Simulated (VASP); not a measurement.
# Ag (Fm-3m) in VASP: optical spectrum with PBE

Aim: the optical spectrum of Ag with PBE.

Everything below comes from runs of VASP 6.6.1. Logs are shortened: lines on timing, memory, paths and dates and some standing lists are left out, and cuts for length are marked.

## Step 1: Starting point

It takes space group Fm-3m (No. 225, cubic). Conventional cell: a = 4.086 Å, b = 4.086 Å, c = 4.086 Å, α = 90.00°, β = 90.00°, γ = 90.00°. Ag (site symmetry m-3m) has 12 Ag at 2.89 Å as nearest neighbours.

## Step 2: Optical spectrum, PBE, non-collinear spin, zero start, spin-orbit coupling

Input file INCAR:

```
SYSTEM = Ag
ALGO = Normal
CSHIFT = 0.05
EDIFF = 1E-7
ENCUT = 520
GGA = PE
GGA_COMPAT = .FALSE.
ISIF = 2
ISMEAR = -1
LASPH = .TRUE.
LCHARG = .FALSE.
LMAXMIX = 4
LOPTICS = .TRUE.
LORBIT = 11
LREAL = .FALSE.
LSORBIT = .TRUE.
LWAVE = .FALSE.
MAGMOM = 0 0 0
NBANDS = 75
NEDOS = 2000
NELM = 100
PREC = Accurate
SIGMA = 0.05
```

Input file KPOINTS:

```
k-points
0
G
  16 16 16
  0 0 0
```

Input file POSCAR:

```
Ag
1.0
    0.0000000000      2.0430000000      2.0430000000
    2.0430000000      0.0000000000      2.0430000000
    2.0430000000      2.0430000000      0.0000000000
Ag
1
Direct
    0.0000000000      0.0000000000      0.0000000000
```

Potentials or basis: VASP PAW PBE potentials, release 64 (Ag).

The run is started by

```
$ cat potpaw_PBE.64/Ag/POTCAR > POTCAR
$ mpirun -np 1 vasp_ncl > vasp.out
```

OUTCAR:

```text
SYSTEM = Ag
   EDIFF = 1E-7
   ENCUT = 520
   GGA = PE
   ISIF = 2
   ISMEAR = -1
   LASPH = .TRUE.
   LORBIT = 11
   LREAL = .FALSE.
   LSORBIT = .TRUE.
   NELM = 100
   PREC = Accurate

 ion  position               nearest neighbor table
   1  0.000  0.000  0.000-

  LATTYP: Found a face centered cubic cell.
 ALAT       =     4.0860000000

  Lattice vectors:

 A1 = (   0.0000000000,   2.0430000000,   2.0430000000)
 A2 = (   2.0430000000,   0.0000000000,   2.0430000000)
 A3 = (   2.0430000000,   2.0430000000,   0.0000000000)

Analysis of symmetry for initial positions (statically):
=====================================================================
 Subroutine PRICEL returns:
 Original cell was already a primitive cell.

 Routine SETGRP: Setting up the symmetry group for a
 face centered cubic supercell.

 Subroutine GETGRP returns: Found 48 space group operations
 (whereof 48 operations were pure point group operations)
 out of a pool of 48 trial point group operations.

The static configuration has the point symmetry O_h .

Analysis of symmetry for dynamics (positions and initial velocities):
=====================================================================
 Subroutine PRICEL returns:
 Original cell was already a primitive cell.

 Routine SETGRP: Setting up the symmetry group for a
 face centered cubic supercell.

 Subroutine GETGRP returns: Found 48 space group operations
 (whereof 48 operations were pure point group operations)
 out of a pool of 48 trial point group operations.

The dynamic configuration has the point symmetry O_h .

Analysis of structural, dynamic, and magnetic symmetry:
=====================================================================
 Subroutine PRICEL returns:
 Original cell was already a primitive cell.

 Routine SETGRP: Setting up the symmetry group for a
 face centered cubic supercell.

 Subroutine GETGRP returns: Found 48 space group operations
 (whereof 48 operations were pure point group operations)
 out of a pool of 48 trial point group operations.

The overall configuration has the point symmetry O_h .

 Subroutine INISYM returns: Found 48 space group operations
 (whereof 48 operations are pure point group operations),
 and found     1 'primitive' translations

----------------------------------------------------------------------------------------

                                     Primitive cell

  volume of cell :      17.0543

  direct lattice vectors                    reciprocal lattice vectors
     0.000000000  2.043000000  2.043000000    -0.244738130  0.244738130  0.244738130
     2.043000000  0.000000000  2.043000000     0.244738130 -0.244738130  0.244738130
     2.043000000  2.043000000  0.000000000     0.244738130  0.244738130 -0.244738130

  length of vectors
     2.889238308  2.889238308  2.889238308     0.423898876  0.423898876  0.423898876

  position of ions in fractional coordinates (direct lattice)
     0.000000000  0.000000000  0.000000000

  ion indices of the primitive-cell ions
   primitive index   ion index
                 1           1

----------------------------------------------------------------------------------------

 KPOINTS: k-points

Automatic generation of k-mesh.
 Grid dimensions read from file:
 generate k-points for:   16   16   16

 Generating k-lattice:

  Cartesian coordinates                     Fractional coordinates (reciprocal lattice)
    -0.015296133  0.015296133  0.015296133     0.062500000  0.000000000  0.000000000
     0.015296133 -0.015296133  0.015296133     0.000000000  0.062500000  0.000000000
     0.015296133  0.015296133 -0.015296133     0.000000000  0.000000000  0.062500000

  Length of vectors
     0.026493680  0.026493680  0.026493680

  Shift w.r.t. Gamma in fractional coordinates (k-lattice)
     0.000000000  0.000000000  0.000000000

 Subroutine IBZKPT returns following result:
 ===========================================

 Found    145 irreducible k-points:

 Following reciprocal coordinates:
            Coordinates               Weight
  0.000000  0.000000  0.000000      1.000000
  0.062500  0.000000  0.000000      8.000000
  0.125000  0.000000  0.000000      8.000000
  0.187500  0.000000  0.000000      8.000000
[... 71 lines left out ...]
  volume of cell :       17.05
 maximum number of plane-waves:       954
 NGX is ok and might be reduce to    24
   NGX = 11   NGY = 11   NGZ = 11

 number of electron      11.0000000 magnetization       0.0000000      0.0000000      0.0000000

 number of electron      10.9999999 magnetization      -0.0000000      0.0000000     -0.0000000

 number of electron      10.9999999 magnetization       0.0000000     -0.0000000      0.0000000

 Free energy of the ion-electron system (eV)
  ---------------------------------------------------
  ext. energy  EPLUGINS =         0.00000000
  ---------------------------------------------------
  free energy    TOTEN  =        -2.73664845 eV

  energy without entropy =       -2.73435425  energy(sigma->0) =       -2.73550135

 E-fermi :   8.3836     XC(G=0): -12.2096

 val. band max:        8.3621740268   @ k =   0.5000   0.3125   0.1250
 cond. band min:       8.3905739978   @ k =   0.5000   0.1875   0.0625
 fundamental gap:      0.0283999709
 Fermi energy:         8.3836294317

 k-point     1 :       0.0000    0.0000    0.0000
  band No.  band energies     occupation
      1       0.6603      1.00000
      2       0.6603      1.00000
      3       3.4407      1.00000
      4       3.4407      1.00000
      5       3.4407      1.00000
      6       3.4407      1.00000
[... 613 lines left out ...]
     22      32.0235      0.00000
     23      33.8856      0.00000

 [... further k-points ...]

 [bands above 23 left out]

------------------------ aborting loop because EDIFF is reached ----------------------------------------

  FORCE on cell =-STRESS in cart. coord.  units (eV):
  Direction    XX          YY          ZZ          XY          YZ          ZX
  --------------------------------------------------------------------------------------
  -------------------------------------------------------------------------------------
  Total        0.4680598      0.4680598      0.4680598     -0.0000000     -0.0000000     -0.0000000
  in kB       43.9720588     43.9720588     43.9720588     -0.0000000     -0.0000000     -0.0000000
  external PRESSURE =      43.9720588 kB  Pullay stress =       0.0000000 kB

 VOLUME and BASIS-vectors are now :
 -----------------------------------------------------------------------------
  energy-cutoff  :      520.00
  volume of cell :       17.05
      direct lattice vectors                 reciprocal lattice vectors
     0.000000000  2.043000000  2.043000000    -0.244738130  0.244738130  0.244738130
     2.043000000  0.000000000  2.043000000     0.244738130 -0.244738130  0.244738130
     2.043000000  2.043000000  0.000000000     0.244738130  0.244738130 -0.244738130

 POSITION                                       TOTAL-FORCE (eV/Angst)
 -----------------------------------------------------------------------------------
      0.00000      0.00000      0.00000        -0.000000      0.000000     -0.000000
 -----------------------------------------------------------------------------------
    total drift:                                0.000000      0.000000      0.000000

  FREE ENERGIE OF THE ION-ELECTRON SYSTEM (eV)
  ---------------------------------------------------
  free  energy   TOTEN  =        -2.7366484529 eV

  energy  without entropy=       -2.7343542452  energy(sigma->0) =       -2.73550135

 electrical conductivity sigma (Mega S m-1) (frequency dependency in vasprun.xml)
  --------------------------------------------------------------------------------------
       0.203       0.000      -0.000
       0.000       0.203       0.000
      -0.000       0.000       0.203

  frequency dependent IMAGINARY DIELECTRIC FUNCTION (independent particle, no local field effects) density-density
     E(ev)      X         Y         Z        XY        YZ        ZX
  --------------------------------------------------------------------------------------------------------------
     0.00000     0.00000     0.00000     0.00000     0.00000     0.00000     0.00000
     0.99920     0.01668     0.01668     0.01668     0.00000    -0.00000    -0.00000
     1.99839     0.05874     0.05874     0.05874     0.00000    -0.00000    -0.00000
     2.99759     1.97433     1.97433     1.97433     0.00000    -0.00000    -0.00000
     3.99678     7.13992     7.13992     7.13992    -0.00000    -0.00000    -0.00000
     4.99598     5.46419     5.46419     5.46419     0.00000     0.00000    -0.00000
[... 92 lines left out ...]
    97.92112     0.00018     0.00018     0.00018    -0.00000     0.00000     0.00000
    98.92032     0.00017     0.00017     0.00017    -0.00000     0.00000     0.00000

  frequency dependent      REAL DIELECTRIC FUNCTION (independent particle, no local field effects) density-density
     E(ev)        X           Y           Z          XY          YZ          ZX
  --------------------------------------------------------------------------------------------------------------
     0.00000     4.98316     4.98316     4.98316     0.00000    -0.00000    -0.00000
     0.99920     5.13839     5.13839     5.13839     0.00000    -0.00000    -0.00000
     1.99839     5.79338     5.79338     5.79338     0.00000    -0.00000    -0.00000
     2.99759     8.06672     8.06672     8.06672     0.00000    -0.00000    -0.00000
     3.99678     4.89164     4.89164     4.89164    -0.00000    -0.00000     0.00000
     4.99598     1.89879     1.89879     1.89879    -0.00000    -0.00000     0.00000
[... 92 lines left out ...]
    97.92112     0.86951     0.86951     0.86951     0.00000    -0.00000    -0.00000
    98.92032     0.87301     0.87301     0.87301     0.00000    -0.00000    -0.00000

  frequency dependent IMAGINARY DIELECTRIC FUNCTION (independent particle, no local field effects) current-current
     E(ev)      X         Y         Z        XY        YZ        ZX
  --------------------------------------------------------------------------------------------------------------
     0.00000     7.98586     7.98586     7.98586    -0.00000    -0.00000     0.00000
     0.99920     0.43161     0.43161     0.43161    -0.00000    -0.00000     0.00000
     1.99839     0.29970     0.29970     0.29970    -0.00000    -0.00000     0.00000
     2.99759     2.24210     2.24210     2.24210     0.00000    -0.00000    -0.00000
     3.99678     7.22499     7.22499     7.22499    -0.00000    -0.00000     0.00000
     4.99598     5.48420     5.48420     5.48420     0.00000     0.00000    -0.00000
[... 92 lines left out ...]
    97.92112     0.00005     0.00005     0.00005     0.00000     0.00000    -0.00000
    98.92032     0.00004     0.00004     0.00004     0.00000     0.00000    -0.00000

  frequency dependent      REAL DIELECTRIC FUNCTION (independent particle, no local field effects) current-current
     E(ev)        X           Y           Z          XY          YZ          ZX
  --------------------------------------------------------------------------------------------------------------
     0.00000     4.98789     4.98789     4.98789    -0.00000    -0.00000     0.00000
     0.99920     5.14333     5.14333     5.14333    -0.00000    -0.00000     0.00000
     1.99839     5.80165     5.80165     5.80165    -0.00000    -0.00000     0.00000
     2.99759     8.01945     8.01945     8.01945    -0.00000     0.00000    -0.00000
     3.99678     4.64286     4.64286     4.64286     0.00000     0.00000    -0.00000
     4.99598     1.75225     1.75225     1.75225    -0.00000    -0.00000    -0.00000
[... 92 lines left out ...]
    97.92112     0.86951     0.86951     0.86951     0.00000     0.00000    -0.00000
    98.92032     0.87301     0.87301     0.87301     0.00000     0.00000    -0.00000

 Spin-Orbit-Coupling matrix elements

 Ion:    1  E_soc:     -0.0542719
 l=   1
     0.0000000    -0.0020008    -0.0020008
    -0.0020008     0.0000000    -0.0020008
    -0.0020008    -0.0020008     0.0000000
 l=   2
     0.0000000    -0.0014924     0.0000000    -0.0014924    -0.0055522
    -0.0014924     0.0000000    -0.0041641    -0.0014924    -0.0013880
     0.0000000    -0.0041641     0.0000000    -0.0041641     0.0000000
    -0.0014924    -0.0014924    -0.0041641     0.0000000    -0.0013880
    -0.0055522    -0.0013880     0.0000000    -0.0013880     0.0000000
 l=   3
     0.0000000     0.0000000     0.0000000     0.0000000     0.0000000     0.0000000     0.0000000
     0.0000000     0.0000000     0.0000000     0.0000000     0.0000000     0.0000000     0.0000000
     0.0000000     0.0000000     0.0000000     0.0000000     0.0000000     0.0000000     0.0000000
     0.0000000     0.0000000     0.0000000     0.0000000     0.0000000     0.0000000     0.0000000
     0.0000000     0.0000000     0.0000000     0.0000000     0.0000000     0.0000000     0.0000000
     0.0000000     0.0000000     0.0000000     0.0000000     0.0000000     0.0000000     0.0000000
     0.0000000     0.0000000     0.0000000     0.0000000     0.0000000     0.0000000     0.0000000

 total charge

# of ion       s       p       d       tot
------------------------------------------
    1        0.421   0.300   9.157   9.878

 magnetization (x)

# of ion       s       p       d       tot
------------------------------------------
    1        0.000  -0.000   0.000   0.000

 magnetization (y)

# of ion       s       p       d       tot
------------------------------------------
    1        0.000   0.000   0.000   0.000

 magnetization (z)

# of ion       s       p       d       tot
------------------------------------------
    1       -0.000  -0.000   0.000   0.000
```

Run time: 7 min. Hardware: 1 thread of AMD EPYC 7R13 (Zen 3), shared host; peak memory 0.45 GiB.

What came out:

```yaml
Free_energy: -2.7366 eV
Pressure: 4.4 GPa
Net_moment: 0.00 μB per cell
Valence_electrons_inside_the_program's_atomic_spheres: Ag 9.88
```

Dielectric function (mean over the directions given):
```
energy (eV)  real part  imaginary part
       0.30       5.00            0.00
       0.90       5.11            0.01
       1.60       5.43            0.03
       2.30       6.25            0.10
       3.00       8.07            1.97
       3.60       6.24            4.16
       4.30       2.76            4.89
       5.00       1.90            5.46
       5.70       2.09            3.19
       6.39       1.03            2.28
       6.99       1.64            1.89
       7.69       1.42            1.86
       8.39       1.68            2.13
       9.09       1.96            1.95
       9.79       1.75            1.58
      10.39       2.29            1.58
      11.09       2.02            1.93
      11.79       2.18            1.64
      12.49       1.87            2.04
      13.19       1.92            2.31
      13.79       1.42            1.78
      14.49       1.04            2.01
      15.19       1.18            1.78
      15.89       1.31            1.33
      16.59       0.87            1.31
      17.19       0.90            1.47
      17.89       1.15            1.15
      18.59       1.15            1.16
      19.28       1.48            1.29
      19.98       1.43            1.64
```

Moments on the atoms (μB; x, y, z):
```
Ag  0.00 0.00 0.00
```

Caveat: independent-particle spectra lack excitons.
